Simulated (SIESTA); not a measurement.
The system is TiO2 (Anatase).

```
CELL_PARAMETERS angstrom
-1.89210 1.89210 4.75730
1.89210 -1.89210 4.75730
1.89210 1.89210 -4.75730
ATOMIC_POSITIONS crystal
Ti 0.75000 0.25000 0.50000
Ti 0.00000 0.00000 0.00000
O 0.79190 0.79190 0.00000
O 0.54190 0.04190 0.50000
O 0.95810 0.45810 0.50000
O 0.20810 0.20810 0.00000
```

Base run:

* Program: SIESTA 5.4.2
* Functional: RPBE
* Potentials or basis: PseudoDojo 0.4 standard (PBE files)
* Basis: DZP (energy shift 0.003 Ry; two zetas on semicore shells)
* Grid cutoff: 800 Ry
* Energy shift: 0.003 Ry
* k mesh: 6 × 6 × 6
* Occupations: fermi-dirac, width 0.05 eV
* Spin: no spin polarisation

Its results: band gap on the k mesh 2.07 eV, indirect (least direct gap 2.35 eV); pressure 13.0 GPa; largest force 0.250 eV/Å.

Task: After a change of settings the same cell gave: band gap on the k mesh 2.02 eV, indirect (least direct gap 2.34 eV); pressure 13.0 GPa; largest force 0.251 eV/Å. Which change was it?
A. k mesh from 6 × 6 × 6 to 7 × 7 × 7
B. functional from RPBE to BLYP
C. functional from RPBE to LDA; potentials or basis from PseudoDojo 0.4 standard (PBE files) to PseudoDojo 0.4 standard (LDA files)
D. functional from RPBE to PBE

Result: A.

Caveats: the potentials were made for another functional, which shifts forces and pressure; the basis of atomic orbitals isn't converged, which shifts pressures, moduli and gaps.
